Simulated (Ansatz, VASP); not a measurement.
**Two plane-wave programs on BN**

```
B N
1.0
     0.00000    1.78595    1.78595
     1.78595    0.00000    1.78595
     1.78595    1.78595    0.00000
B N
1 1
Cartesian
  0.0000 0.0000 0.0000
  2.6789 2.6789 2.6789
```

Alike in both runs: task single point; functional PBEsol; k mesh 12 × 12 × 12; occupations gaussian, width 0.02 eV; no spin polarisation.

|  | VASP | Ansatz |
| --- | --- | --- |
| version | VASP 6.6.1 | Ansatz 0.2.0 |
| potentials or method | VASP PAW PBE potentials, release 64 (B, N) | scalar-relativistic, plane waves, PAW |
| plane-wave cutoff (eV) | 520 | 420 |
| valence electrons in the cell | 8 | 8 |

```tsv
	VASP	Ansatz	Ansatz less VASP
gap on the k mesh at the Fermi level (eV)	4.31	4.32	+0.011
least direct gap on the mesh (eV)	8.93	8.94	+0.007
pressure (GPa)	12.2	11.5	-0.74
```

Caveats: the PAW data sets were made with another functional, which shifts forces and pressure a little (VASP). A k mesh can miss the band edges.
